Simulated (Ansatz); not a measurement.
# Si3H2C4: the cost of one run

Computed with Ansatz 0.2.0 (DFT PBEsol, scalar-relativistic, plane waves, PAW, unless a step's input says otherwise).

The COD entry's cell or inner coordinates are ideal or old and differ from later refinements, so a difference from it is no clean test against experiment.

2 further runs of the same task are left out: 2 set aside as unsound or not needed.

## (1) Starting point

The structure is cubic, space group F-43m (No. 216). Conventional cell: a = 4.348 Å, b = 4.348 Å, c = 4.348 Å, α = 90.00°, β = 90.00°, γ = 90.00°. Si (site symmetry -43m) is surrounded by 4 C at 1.88 Å. Around C (site symmetry -43m) lie 4 Si at 1.88 Å.

Coordinates:

```cif
data_structure
_symmetry_space_group_name_H-M 'F-43m'
_symmetry_Int_Tables_number 216
_cell_length_a 4.3480
_cell_length_b 4.3480
_cell_length_c 4.3480
_cell_angle_alpha 90.000
_cell_angle_beta 90.000
_cell_angle_gamma 90.000
_cell_volume 82.20
loop_
_atom_site_label
_atom_site_type_symbol
_atom_site_symmetry_multiplicity
_atom_site_Wyckoff_symbol
_atom_site_fract_x
_atom_site_fract_y
_atom_site_fract_z
_atom_site_occupancy
Si1 Si 4 a 0.00000 0.00000 0.00000 1
C1 C 4 c 0.25000 0.25000 0.25000 1
```

The structure comes from the Crystallography Open Database.

## (5) The grid

Atoms count from 1 in the order of the input.

Two atoms of the surface dimers are held at set heights.

The axes are (1) height of C13 above its place in the flat dimer: 7 values from −0.431 to 0.417 Å; (2) height of C14 above its place in the flat dimer: 7 values from −0.431 to 0.417 Å.

Relaxed at each point: all atoms of the upper layers, but for the two heights. Points are written as (first, second).

(The set-up runs are not shown.)

## (6) Point (0.000 Å, 0.000 Å)

Contents of input.yaml:

```yaml
crystal:
  lattice:
    - [6.1612406585, 0.0, 0.0]
    - [0.0, 3.0806203293, 0.0]
    - [0.0, 0.0, 20.0373883794]
  atoms:
    - { symbol: C, position: [0.5, 0.5, 0.2321862369] }
    - { symbol: C, position: [0.0, 0.5, 0.2321862369] }
    - { symbol: Si, position: [0.25, 0.5, 0.2865428098] }
    - { symbol: Si, position: [0.75, 0.5, 0.2865428098] }
    - { symbol: C, position: [0.75, 0.0, 0.3408993827] }
    - { symbol: C, position: [0.25, 0.0, 0.3408993827] }
    - { symbol: Si, position: [0.5, 0.0, 0.3915692722] }
    - { symbol: Si, position: [0.0, 0.0, 0.3995846483] }
    - { symbol: C, position: [0.0, 0.5, 0.459921605] }
    - { symbol: C, position: [0.5, 0.5, 0.4412154331] }
    - { symbol: Si, position: [0.7234662979, 0.5, 0.5059672534] }
    - { symbol: Si, position: [0.2765337021, 0.5, 0.5059672534] }
    - { symbol: C, position: [0.3878695791, 0.0, 0.5467955156] }
    - { symbol: C, position: [0.6121304209, 0.0, 0.5467955156] }
    - { symbol: H, position: [0.5, 0.2248963861, 0.1983620084] }
    - { symbol: H, position: [0.5, 0.7751036139, 0.1983620084] }
    - { symbol: H, position: [0.0, 0.7747262802, 0.1982371399] }
    - { symbol: H, position: [0.0, 0.2252737198, 0.1982371399] }
basis:
  ecutwfc: 420
kpoints:
  mp_grid: { grid: [4, 8, 1] }
hamiltonian:
  xc: pbesol
scf:
  occupations: { method: gaussian, width: 0.05 }
output:
  forces: true
  eigenvalues: true
relax:
  adjacent_minimum: "off"
  f_tol: 0.03
  max_steps: 30
  constraints:
    - { sites: [0, 1, 2, 3, 4, 5, 14, 15, 16, 17] }
    - { sites: [12, 13], fix: z }
efield:
  axis: 3
  dipole_correction: true
  ramp_width: 0.04
```

Run with:

```
> ansatz run input.yaml --threads 4 --pin off --max-ram 12288MiB --backend cpu --events-out ev --progress --plain --runs-dir out
```

Q: Estimate wall time and peak memory on 4 threads of Arm Neoverse V2, shared host.

About 14 s, with a peak of 0.83 GiB.
